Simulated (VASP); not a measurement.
C:

```
C
1.0
     1.80324    0.00000    0.00000
     0.00000    1.80324    0.00000
     0.00000    0.00000    1.80324
C
1
Direct
  0.00000 0.00000 0.00000
```

This isn't the form of C at room conditions, which is graphite.

Base run:

| Property | Result |
| --- | --- |
| Program | VASP 6.6.1 |
| Functional | BLYP |
| Potentials or basis | VASP PAW PBE potentials, release 64 (C) |
| Cutoff | 520 eV |
| k mesh | 28 × 28 × 28 |
| Occupations | fermi-dirac, width 0.1 eV |
| Spin | no spin polarisation |

Its results: band gap on the k mesh none (metal or under the smearing width); pressure 2.6 GPa.

Q: The run is repeated on the same cell with these changes: k mesh from 28 × 28 × 28 to 19 × 19 × 19; further incar settings from ALGO = Normal; EDIFF = 1e-06; NBANDS = 8 to ALGO = Fast; EDIFF = 1e-07; NBANDS = 8. What comes out?

A: Band gap on the k mesh none (metal or under the smearing width); pressure -0.1 GPa.

Caveats: the PAW data sets were made with another functional, which shifts forces and pressure a little.
